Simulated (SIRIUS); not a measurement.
# Pd: equation of state with PBEsol

The system is Pd.

```
Pd
1.0
     0.00000    1.94650    1.94650
     1.94650    0.00000    1.94650
     1.94650    1.94650    0.00000
Pd
1
Cartesian
  0.0000 0.0000 0.0000
```

* Program: SIRIUS 7.12.0
* Task: equation of state
* Functional: PBEsol
* Potentials or basis: all-electron FP-LAPW
* Cutoff: 169 eV
* Basis: apw+lo standard
* k mesh: 12 × 12 × 12
* Occupations: fermi-dirac, width 0.05 eV
* Spin: no spin polarisation
* Muffin tin radii: Pd 2.5 bohr
* Basis cutoff (gk_cutoff): 3.52 1/bohr
* Cutoff of density and potential (pw_cutoff): 20 1/bohr
* lmax of the basis: 10
* lmax of density and potential: 8
* Valence relativity: iora
* Core states: Pd 1s2s2p3s3p3d
* Local orbitals (radial functions): Pd 13
* Smallest sphere radius times basis cutoff: 8.8

```yaml
Equilibrium_volume: 14.50 Å³/atom
Bulk_modulus: 207 GPa
Pressure_derivative_of_the_bulk_modulus: "6.3 (rough: it moves with the points fitted)"
```

Energy against volume, from the lowest point:
```tsv
volume (Å³/atom)	energy (meV/atom)
13.865	20.13
14.160	5.42
14.455	0.00
14.750	2.61
15.045	12.07
15.340	27.09
15.635	47.63
```

All runs of the series together: 2 min on 1 thread of Intel(R) Xeon(R) 6975P-C (Granite Rapids), with other jobs on the host.

Caveat: the basis cutoff falls short for Ag, Pd and Pb here, so volumes come out up to a per cent or two small and moduli rough.
